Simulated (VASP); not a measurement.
## LiH: single point with PBE

The system is LiH, a sheet with vacuum.

```
CELL_PARAMETERS angstrom
3.07825 0.00000 0.00000
-1.53912 2.66584 0.00000
0.00000 0.00000 25.32719
ATOMIC_POSITIONS crystal
Li 0.33333 0.66667 0.29612
H 0.00000 0.00000 0.29613
```

The cell was built by a generator and needn't be a form met in nature.

```
Program             : VASP 6.6.1
Task                : single point
Functional          : PBE
Potentials or basis : VASP PAW PBE potentials, release 64 (Li_sv, H)
Cutoff              : 520 eV
k mesh              : 12 × 12 × 1
Occupations         : gaussian, width 0.02 eV
Spin                : no spin polarisation
```

The band gap on the k mesh is 3.47 eV, indirect (least direct gap 5.36 eV) and the ionisation potential of the upper face is 5.33 eV.

Levels at points of the mesh, in eV from the valence-band top:
```tsv
k point	band 1	band 2	band 3	band 4	band 5	band 6	band 7
(0.00, 0.00, 0.00)	-43.42	-1.88	3.47	5.08	5.49	5.59	6.44
(0.50, 0.00, 0.00)	-43.41	-0.36	6.14	8.36	9.09	10.17	10.53
```

It took 26 s on 1 thread of Intel(R) Xeon(R) 6975P-C (Granite Rapids) (shared host), peak memory 0.31 GiB.

 As with any semilocal functional, this PBE gap is likely too small.
